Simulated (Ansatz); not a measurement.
Spin–orbit splittings in WC

```
CELL_PARAMETERS angstrom
2.90050 0.00000 0.00000
-1.45025 2.51191 0.00000
0.00000 0.00000 2.82900
ATOMIC_POSITIONS crystal
W 0.00000 0.00000 0.00000
C 0.66667 0.33333 0.50000
```

Atoms are numbered in the order listed.

The geometry is COD entry 2102244, unchecked; take it as a test cell.

Methods: DFT, PBE, all-electron LAPW, scalar-relativistic (Ansatz 0.2.0); DFT, PBE, all-electron LAPW, Dirac equation with spin-orbit coupling (Ansatz 0.2.0).

Numerical set-up: a Γ-centred 13×13×12 k mesh, Fermi–Dirac smearing of 0.05 eV, basis error target 1 meV/atom, no spin polarisation.

Levels between -6 and 4 eV, each run counted from its own valence-band top where it has a gap, else its Fermi level. Scalar levels are listed once for both spins; with the coupling every spinor state is counted. Levels near the edges of the range can cross them.

Problem. At Γ (0.000, 0.000, 0.000) the scalar-relativistic levels are -4.36, -3.38 (×2), 0.08, 3.26 (×2). What are they with spin–orbit coupling?

Solution. -4.39 (×2), -3.56 (×2), -3.26 (×2), 0.02 (×2), 3.06 (×2), 3.46 (×2).

Problem. At A (0.000, 0.000, 0.500) the scalar-relativistic levels are -2.05 (×2), -0.61 (×2), 3.69. What are they with spin–orbit coupling?

Solution. -2.16 (×2), -2.03 (×2), -0.88 (×2), -0.31 (×2), 3.61 (×2).

Problem. At K (0.333, 0.333, 0.000) the scalar-relativistic levels are -4.59, -3.49, 0.61, 0.97, 2.05, 3.24. What are they with spin–orbit coupling?

Solution. -4.96, -4.34, -3.58, -3.44, 0.38, 0.72, 0.74, 1.18, 2.04, 2.11, 2.97, 3.53.
